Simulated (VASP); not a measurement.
Crystal: HfS2.

```
Hf S
1.0
     3.52588    0.00000    0.00000
    -1.76294    3.05351    0.00000
     0.00000    0.00000    5.64764
Hf S
1 2
Cartesian
  3.5259 0.0000 0.0000
  1.7629 1.0178 4.2238
  0.0000 2.0357 1.4238
```

The cell is a database's computed one.

The cell isn't the ideal one: a relaxed cell with its volume scaled by 0.94.

```yaml
Program: VASP 6.6.1
Task: relaxation of shape and atoms at fixed volume
Functional: PBE
Dispersion: D3(BJ)
Potentials_or_basis: VASP PAW PBE potentials, release 64 (Hf_pv, S)
Cutoff: 600 eV
k_mesh: 9 × 9 × 5
Occupations: gaussian, width 0.03 eV
Spin: no spin polarisation
```

At the start: pressure 7.3 GPa; volume 20.27 Å³/atom.

Problem. Where does the relaxation end?

Solution. Over 5 steps the energy falls by 18.2 meV/atom; space group P-3m1 (No. 164, to 0.05 Å).

Step by step:
| step | energy change (eV) | largest force (eV/Å) | pressure (GPa) |
| --- | --- | --- | --- |
| 1 | 0.0000 | 0.8257 | 7.28 |
| 2 | -0.0444 | 0.2579 | 4.39 |
| 3 | -0.0503 | 0.0394 | 2.93 |
| 4 | -0.0542 | 0.0151 | 2.74 |
| 5 | -0.0546 | 0.0062 | 2.66 |

Final structure:
```cif
data_structure
_symmetry_space_group_name_H-M 'P 1'
_symmetry_Int_Tables_number 1
_cell_length_a 3.5578
_cell_length_b 3.5578
_cell_length_c 5.5469
_cell_angle_alpha 90.000
_cell_angle_beta 90.000
_cell_angle_gamma 120.000
_cell_volume 60.80
loop_
_atom_site_label
_atom_site_type_symbol
_atom_site_fract_x
_atom_site_fract_y
_atom_site_fract_z
_atom_site_occupancy
Hf1 Hf 0.00000 0.00000 0.00000 1
S1 S 0.66667 0.33333 0.73653 1
S2 S 0.33333 0.66667 0.26347 1
```
